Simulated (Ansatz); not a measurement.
# PbSe (Clausthalite) (Fm-3m) in Ansatz: notebook

One crystal, PbSe (Clausthalite), is run at these levels: RPBE+D4; tasks: single point, equation of state.

All numbers are computed with Ansatz 0.2.0; they aren't measurements. Logs are shortened: lines on timing, memory, paths and dates and some standing lists are left out, and cuts for length are marked.

**1. The structure**

The structure is cubic, space group Fm-3m (No. 225). The conventional cell has a = 6.121 Å, b = 6.121 Å, c = 6.121 Å, α = 90.00°, β = 90.00°, γ = 90.00°. Around Pb (site symmetry m-3m) lie 6 Se at 3.06 Å. Se (site symmetry m-3m) has 6 Pb at 3.06 Å as nearest neighbours.

**2. Single point, RPBE+D4, 26.95 Å³/atom (volume scaled by 0.94)**

The input, input.yaml:

```yaml
crystal:
  lattice:
    - [0.0, 2.9981702236, 2.9981702236]
    - [2.9981702236, 0.0, 2.9981702236]
    - [2.9981702236, 2.9981702236, 0.0]
  atoms:
    - { symbol: Pb, position: [0.0, 0.0, 0.0] }
    - { symbol: Se, position: [0.5, 0.5, 0.5] }
hamiltonian:
  xc: rpbe
  pseudopotentials: { kind: paw }
  dispersion: d4
kpoints:
  mp_grid: { grid: [8, 8, 8] }
scf:
  occupations: { method: fermi_dirac, width: 0.05 }
output:
  forces: true
  stress: true
  eigenvalues: true
  write_density: true
  write_potential: true
  elf: true
  volumetric_format: npy
```

Potentials or basis: Ansatz PAW.

Started as:

```sh
ansatz run input.yaml --threads 2 --pin off --max-ram 5120MiB --backend cpu --events-out ev --progress --plain --runs-dir out
```

The program printed:

```text
Warning: RAYON_NUM_THREADS=2 ignored (pool sized by the plan → 2); use --threads N
Engine: ansatz 0.2.0, aarch64-unknown-linux-gnu
Pseudopotentials: kind: paw
Pseudopotential: Pb, paw, valence charge 14, recommended cutoff 420 eV (normal), Pb.paw.azcp
Pseudopotential: Se, paw, valence charge 16, recommended cutoff 420 eV (normal), Se.paw.azcp
Functional definition: RPBE
  parameter kappa = 0.804
  parameter beta = 0.06672455060314922
  exchange = rpbe_x(kappa = kappa, mu = beta*pi^2/3)
  correlation = pbe_c(beta = beta)
Crystal: 2 atoms, lattice volume = 53.901 Å³
Basis set: ecut = 420 eV, 1067 PW (Γ), exchange–correlation on 60×60×60 points (8 copies of the dense FFT grid, shifted against one another)
Bands: 19, of which v1, the nominal top of the filled ones, is band 15 counted from 1 (14 counted from 0)
Symmetry: 48 space group operations
Space group: Fm-3m (ITA 225), of the structure as read, at distance tolerance 3.8e-5 Å
k-points: 29 of 512
Non-local potential: Pb, projectors of the file, l = 0: 2, l = 1: 2, l = 2: 2, l = 3: 2
Non-local potential: Se, projectors of the file, l = 0: 2, l = 1: 2, l = 2: 3, l = 3: 1
PAW form: soft (Blöchl's): semilocal exchange-correlation on the pseudo side does not see the compensation charge
PAW frozen core: Pb, regenerated for the run's functional, and the local potential with it (the file was generated under x = pbe(κ = 0.804, μ = 0.2195149727645171), c = pbe(β = 0.06672455060314922))
PAW frozen core: Se, regenerated for the run's functional, and the local potential with it (the file was generated under x = pbe(κ = 0.804, μ = 0.2195149727645171), c = pbe(β = 0.06672455060314922))
PAW one-centre angular grid: Pb, 590 points (default); XC on 64 Gauss nodes
PAW one-centre angular grid: Se, 590 points (default); XC on 64 Gauss nodes
Initial density: superposition of atomic densities (neutral atoms: chi_scale 0, normalization atom), corrected by the library's trained network
Initial wavefunctions: pseudopotential atomic-orbital guess
Functional: x = rpbe, c = pbe(β = 0.06672455060314922)
SCF iter   1: F=—  HF=-17399.290055 eV  |F-HF|=—  |Δ(HF+E_count)|=         —  Δρ=2.37e-3  dr2=2.89e-3  ethr=1.77e-3  ⟨swp⟩=6.0  Hψ=2702  notcnv=0
preconditioner: auto → none  [insulator: Δε(μ)=0.143 eV  Ē_g=15.623 eV  σ=0.050 eV  W_gap=0.61  n_scr=14 (ndim 8)  ℏωp=22.6 eV  f_vac=0.015  D(μ)=0.10/eV (n_scr^D=0)  ε∞_Penn≈3.1]
SCF iter   2: F=—  HF=-17399.288558 eV  |F-HF|=—  |Δ(HF+E_count)|=   1.50e-3  Δρ=8.85e-4  dr2=2.36e-4  ethr=9.63e-6  ⟨swp⟩=2.0  Hψ=1241  notcnv=0
SCF iter   3: F=—  HF=-17399.288651 eV  |F-HF|=—  |Δ(HF+E_count)|=   9.32e-5  Δρ=4.01e-4  dr2=5.90e-5  ethr=7.85e-7  ⟨swp⟩=2.0  Hψ=825  notcnv=0
SCF iter   4: F=—  HF=-17399.288694 eV  |F-HF|=—  |Δ(HF+E_count)|=   4.30e-5  Δρ=1.08e-4  dr2=1.05e-5  ethr=1.97e-7  ⟨swp⟩=2.0  Hψ=697  notcnv=0
SCF iter   5: F=—  HF=-17399.288691 eV  |F-HF|=—  |Δ(HF+E_count)|=   3.50e-6  Δρ=2.01e-5  dr2=2.40e-7  ethr=3.50e-8  ⟨swp⟩=2.6  Hψ=900  notcnv=0
SCF iter   6: F=-17399.288691 eV  HF=-17399.288691 eV  |F-HF|=1.42e-8  |Δ(HF+E_count)|=   1.18e-7  Δρ=5.57e-6  dr2=1.21e-8  ethr=3.33e-10  ⟨swp⟩=9.2  Hψ=4084  notcnv=0
SCF 1 converged in 6 iterations: F = -17399.288691 eV  dr2 = 1.21e-8
SCF converged after 6 iterations
Free energy (F): -17399.288691 eV
Harris-Foulkes:  -17399.288691 eV  (|F-HF|=1.42e-8)
Internal energy: -17399.287906 eV  (E = F + TS)
E sigma→0 (E₀):  -17399.288298 eV
Entropy (-TS):   -0.000785 eV (-0.392 meV/atom)
Fermi energy:    10.337830 eV
--- Per-component energies (eV) ---
  E_band       = -397.109170
  E_kinetic    = 408.139415
  E_local      = -3426.434827  (includes V_loc(G=0)·N_el)
  E_nonlocal   = -247.843562
  E_hartree    = 1605.553857
  E_xc         = -327.256300
  E_vxc        = -232.404336  (∫ρ·V_xc dr)
  E_paw        = -12335.236191  (= ΣΔE_a)
  E_vpaw       = -109.672221  (= ΣTr[D̂ρ^β])
  E_aug_tail   = -0.000594  (compensation charges beyond the density's cutoff)
  E_ewald      = -3074.469137
  E_disp       = -1.544044  (pairwise vdW)
  E_core_change = -0.196523  (= ΣΔE_core)
  E_smearing   = -0.000785  (= −TS)
  E_closure    = -0.000000  (closes the sum)
  Σ components = -17399.288691   (vs F -17399.288691, Δ=0.00e0)
--- Forces (eV/Å), atoms counted from 1 ---
  atom   1  Pb    -0.00000000    -0.00000000     0.00000000
  atom   2  Se     0.00000000    -0.00000000    -0.00000000
  max |Σ_I F_I| component: 5.92e-31 eV/Å
--- Stress (GPa, compression-positive) ---
        3.890162      -0.000000      -0.000000
        0.000000       3.890162       0.000000
        0.000000      -0.000000       3.890162
  P = ⅓ Tr σ = 3.8902 GPa (38.902 kbar)
--- Band table (eV; the first three rows and the last of 29) ---
  k-point 0: bands = ["-37.2526", "-37.2526", "-37.2498", "-37.2498", "-37.2498", "-6.8289", "-6.8289", "-6.8289", "-6.8246", "-6.8246", "-3.9324", "4.0515", "8.0081", "8.0081", "8.0081", "15.0905", "15.0905", "15.0905", "16.6034"]
  k-point 1: bands = ["-37.2525", "-37.2525", "-37.2498", "-37.2498", "-37.2498", "-6.8304", "-6.8304", "-6.8283", "-6.8218", "-6.8218", "-3.8007", "3.5484", "8.0540", "8.0540", "8.3789", "13.9407", "14.3213", "14.3213", "16.4754"]
  k-point 2: bands = ["-37.2525", "-37.2525", "-37.2498", "-37.2498", "-37.2498", "-6.8418", "-6.8418", "-6.8272", "-6.8075", "-6.8075", "-3.4360", "2.4972", "8.1876", "8.1876", "9.0649", "12.3897", "13.0962", "13.0962", "16.7123"]
  k-point 28: bands = ["-37.2526", "-37.2525", "-37.2497", "-37.2497", "-37.2496", "-6.9509", "-6.8267", "-6.8137", "-6.8137", "-6.7727", "-2.2158", "1.9654", "5.4952", "5.4952", "9.2729", "12.0828", "15.2087", "15.2087", "18.1134"]
```

Wall time 1.4 s (2 threads of Arm Neoverse V1, shared host); peak memory 0.33 GiB.

What came out:

* Free energy: -17399.2887 eV
* Pressure: 3.9 GPa
* Band gap on the k mesh: 0.14 eV, direct

Caveat: spin-orbit coupling is left out, which as a rule narrows the gap of such compounds by several tenths of an eV; the PAW data sets come from PBE, with cores solved anew for the run's functional, which leaves a small shift of forces and pressure.

**3. Single point, RPBE+D4, 27.52 Å³/atom (volume scaled by 0.96)**

The input, input.yaml:

```yaml
crystal:
  lattice:
    - [0.0, 3.0192847941, 3.0192847941]
    - [3.0192847941, 0.0, 3.0192847941]
    - [3.0192847941, 3.0192847941, 0.0]
  atoms:
    - { symbol: Pb, position: [0.0, 0.0, 0.0] }
    - { symbol: Se, position: [0.5, 0.5, 0.5] }
hamiltonian:
  xc: rpbe
  pseudopotentials: { kind: paw }
  dispersion: d4
kpoints:
  mp_grid: { grid: [8, 8, 8] }
scf:
  occupations: { method: fermi_dirac, width: 0.05 }
output:
  forces: true
  stress: true
  eigenvalues: true
```

Potentials or basis: Ansatz PAW.

Started as:

```sh
ansatz run input.yaml --threads 2 --pin off --max-ram 5120MiB --backend cpu --events-out ev --progress --plain --runs-dir out
```

Run time: 1.1 s. Hardware: 2 threads of Arm Neoverse V1, shared host; peak memory 0.33 GiB.

The run converged. Its results:

```
Free energy            : -17399.3117 eV
Pressure               : 2.6 GPa
Band gap on the k mesh : 0.22 eV, direct
```

Caveat: spin-orbit coupling is left out, which as a rule narrows the gap of such compounds by several tenths of an eV; the PAW data sets come from PBE, with cores solved anew for the run's functional, which leaves a small shift of forces and pressure.

**4. Single point, RPBE+D4, 28.10 Å³/atom (volume scaled by 0.98)**

input.yaml: that of step 3 with these lines changed.

```diff
@@ -2,5 +2,5 @@
   lattice:
-    - [0.0, 3.0192847941, 3.0192847941]
-    - [3.0192847941, 0.0, 3.0192847941]
-    - [3.0192847941, 3.0192847941, 0.0]
+    - [0.0, 3.0401081059, 3.0401081059]
+    - [3.0401081059, 0.0, 3.0401081059]
+    - [3.0401081059, 3.0401081059, 0.0]
   atoms:
@@ -20 +20,5 @@
   eigenvalues: true
+  write_density: true
+  write_potential: true
+  elf: true
+  volumetric_format: npy
```

Started as:

```sh
ansatz run input.yaml --threads 2 --pin off --max-ram 5120MiB --backend cpu --events-out ev --progress --plain --runs-dir out
```

It took 1.5 s on 2 threads of Arm Neoverse V1, shared host; peak memory 0.34 GiB.

The run converged. Its results:

```yaml
Free_energy: -17399.3255 eV
Pressure: 1.3 GPa
Band_gap_on_the_k_mesh: 0.30 eV, direct
```

Caveat: spin-orbit coupling is left out, which as a rule narrows the gap of such compounds by several tenths of an eV; the PAW data sets come from PBE, with cores solved anew for the run's functional, which leaves a small shift of forces and pressure.

**5. Single point, RPBE+D4, 28.67 Å³/atom**

input.yaml: that of step 4 with these lines changed.

```diff
@@ -2,5 +2,5 @@
   lattice:
-    - [0.0, 3.0401081059, 3.0401081059]
-    - [3.0401081059, 0.0, 3.0401081059]
-    - [3.0401081059, 3.0401081059, 0.0]
+    - [0.0, 3.06065, 3.06065]
+    - [3.06065, 0.0, 3.06065]
+    - [3.06065, 3.06065, 0.0]
   atoms:
```

Started as:

```sh
ansatz run input.yaml --threads 2 --pin off --max-ram 5120MiB --backend cpu --events-out ev --progress --plain --runs-dir out
```

It took 1.5 s on 2 threads of Arm Neoverse V1, shared host; peak memory 0.34 GiB.

It converged, with:

* Free energy: -17399.3312 eV
* Pressure: 0.3 GPa
* Band gap on the k mesh: 0.37 eV, direct

Caveat: spin-orbit coupling is left out, which as a rule narrows the gap of such compounds by several tenths of an eV; the PAW data sets come from PBE, with cores solved anew for the run's functional, which leaves a small shift of forces and pressure.

**6. Single point, RPBE+D4, 29.24 Å³/atom (volume scaled by 1.02)**

input.yaml: that of step 5 with these lines changed.

```diff
@@ -2,5 +2,5 @@
   lattice:
-    - [0.0, 3.06065, 3.06065]
-    - [3.06065, 0.0, 3.06065]
-    - [3.06065, 3.06065, 0.0]
+    - [0.0, 3.080919796, 3.080919796]
+    - [3.080919796, 0.0, 3.080919796]
+    - [3.080919796, 3.080919796, 0.0]
   atoms:
```

Potentials or basis: Ansatz PAW.

Started as:

```sh
ansatz run input.yaml --threads 2 --pin off --max-ram 5120MiB --backend cpu --events-out ev --progress --plain --runs-dir out
```

Run time: 1.5 s. Hardware: 2 threads of Arm Neoverse V1, shared host; peak memory 0.34 GiB.

The run converged. Its results:

| Property | Result |
| --- | --- |
| Free energy | -17399.3297 eV |
| Pressure | -0.6 GPa |
| Band gap on the k mesh | 0.44 eV, direct |

Caveat: spin-orbit coupling is left out, which as a rule narrows the gap of such compounds by several tenths of an eV; the PAW data sets come from PBE, with cores solved anew for the run's functional, which leaves a small shift of forces and pressure.

**7. Single point, RPBE+D4, 29.82 Å³/atom (volume scaled by 1.04)**

The input, input.yaml:

```yaml
crystal:
  lattice:
    - [0.0, 3.1009263293, 3.1009263293]
    - [3.1009263293, 0.0, 3.1009263293]
    - [3.1009263293, 3.1009263293, 0.0]
  atoms:
    - { symbol: Pb, position: [0.0, 0.0, 0.0] }
    - { symbol: Se, position: [0.5, 0.5, 0.5] }
hamiltonian:
  xc: rpbe
  pseudopotentials: { kind: paw }
  dispersion: d4
kpoints:
  mp_grid: { grid: [8, 8, 8] }
scf:
  occupations: { method: fermi_dirac, width: 0.05 }
output:
  forces: true
  stress: true
  eigenvalues: true
```

Started as:

```sh
ansatz run input.yaml --threads 2 --pin off --max-ram 5120MiB --backend cpu --events-out ev --progress --plain --runs-dir out
```

Run time: 1.2 s. Hardware: 2 threads of Arm Neoverse V1, shared host; peak memory 0.34 GiB.

The run converged. Its results:

* Free energy: -17399.3232 eV
* Pressure: -1.1 GPa
* Band gap on the k mesh: 0.50 eV, direct

Caveat: spin-orbit coupling is left out, which as a rule narrows the gap of such compounds by several tenths of an eV; the PAW data sets come from PBE, with cores solved anew for the run's functional, which leaves a small shift of forces and pressure.

**8. Single point, RPBE+D4, 30.39 Å³/atom (volume scaled by 1.06)**

input.yaml: that of step 7 with these lines changed.

```diff
@@ -2,5 +2,5 @@
   lattice:
-    - [0.0, 3.1009263293, 3.1009263293]
-    - [3.1009263293, 0.0, 3.1009263293]
-    - [3.1009263293, 3.1009263293, 0.0]
+    - [0.0, 3.1206779849, 3.1206779849]
+    - [3.1206779849, 0.0, 3.1206779849]
+    - [3.1206779849, 3.1206779849, 0.0]
   atoms:
```

Started as:

```sh
ansatz run input.yaml --threads 2 --pin off --max-ram 5120MiB --backend cpu --events-out ev --progress --plain --runs-dir out
```

Wall time 1.3 s (2 threads of Arm Neoverse V1, shared host); peak memory 0.34 GiB.

Results (log left out):

| Item | Value |
| --- | --- |
| Free energy | -17399.3185 eV |
| Pressure | 0.2 GPa |
| Band gap on the k mesh | 0.55 eV, direct |

Caveat: spin-orbit coupling is left out, which as a rule narrows the gap of such compounds by several tenths of an eV; the PAW data sets come from PBE, with cores solved anew for the run's functional, which leaves a small shift of forces and pressure.

**9. Equation of state, RPBE+D4**

Potentials or basis: Ansatz PAW.

No new run: the results of the series are fitted here.

Results:

```yaml
Equilibrium_volume: "28.83 Å³/atom (rough: see the caveat)"
Bulk_modulus: 36 GPa (rough)
```

Energy against volume, from the lowest point:
```
volume (Å³/atom)  energy (meV/atom)
          26.951              21.25
          27.524               9.77
          28.097               2.84
          28.671               0.00
          29.244               0.73
          29.818               3.98
          30.391               6.33
```

Caveat: the potentials were made for another functional, which shifts forces and pressure; the fit is doubtful: noisy points or a state that changes with volume. Spin-orbit coupling is left out, which matters for the levels of Pb.
